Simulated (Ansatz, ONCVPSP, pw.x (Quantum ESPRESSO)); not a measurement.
## Ni (bcc): variants of one ONCV potential in the solid

nickel, optimised norm-conserving Vanderbilt (ONCV), made with ONCVPSP 4.0.1.1 (patched build) (PBE, scalar-relativistic). Core [Ar], reference 3d8 4s2. Waves: 4s: rc 2.20 bohr, ncon 3, nbas 6, qcut 3.5 1/bohr, 2 projectors, debl 3.8 Ha; p scattering state at 0.14 Ha: rc 2.30 bohr, ncon 4, nbas 7, qcut 3.5 1/bohr, 2 projectors, debl 2.6 Ha; 3d: rc 1.55 bohr, ncon 4, nbas 8, qcut 9.5 1/bohr, 3 projectors, debl 3.9 Ha. Local part: polynomial inside 1.00 bohr (lpopt 5, dvloc0 3 Ha). Core correction: none.

In the p channel the program set the typed energies aside and used 0.050, 2.650 Ha.

Crystal test: bcc Ni in pw.x 7.5, no spin, 16³ k-points, Fermi–Dirac smearing 0.01 Ry, cutoffs set for each file from its atomic test. The reference is all-electron LAPW (Ansatz 0.2.0) with the same functional, mesh and smearing; V0 and B0 come from Birch–Murnaghan fits to the pressures at five volumes. Errors are pseudo minus all-electron; Δ is the rms difference of the E(V) curves that follow from these fits, minima aligned, over ±6 % about the mean V0. Mesh and smearing are coarse, so the numbers serve the comparison and aren't converged zero-temperature values; the lattice is a test structure that the element need not adopt. Spin polarisation and strong correlation are left out, which matters for this element.

All-electron: a0 = 2.798 Å (V0 = 10.96 Å³/atom), B0 = 193.3 GPa.

Base: The generator flags a localised state at positive energy (s at 32 eV).

3 further variants are left out: they gave no file fit for a test, a broken result, the same result as the base, or pressures whose basis-set error rivals the error shown.

| change | cutoffs (Ry) | pw.x | a0 (Å) | a0 error (%) | B0 error (%) | Δ (meV/atom) | mean pressure error (GPa) |
| --- | --- | --- | --- | --- | --- | --- | --- |
| base | 100/400 | converged; energies reset by the program | 2.794 | -0.14 | +1.5 | 2.0 | -0.83 |
| all radii scaled by about 1.06 (s 2.32, p 2.44, d 1.64 bohr); local potential polynomial inside 1.06 bohr (lpopt 5, dvloc0 3 Ha) | 95/380 | converged; energies reset by the program | 2.795 | -0.11 | +1.5 | 1.5 | -0.64 |

Task: Give the row for: all radii scaled by about 1.26 (s 2.76, p 2.90, d 1.94 bohr); local potential polynomial inside 1.26 bohr (lpopt 5, dvloc0 3 Ha).

Result: pw.x: converged; energies reset by the program; mean pressure error (GPa): +0.35; a0 (Å): 2.800; a0 error (%): +0.06; B0 error (%): +1.2; Δ (meV/atom): 0.9.
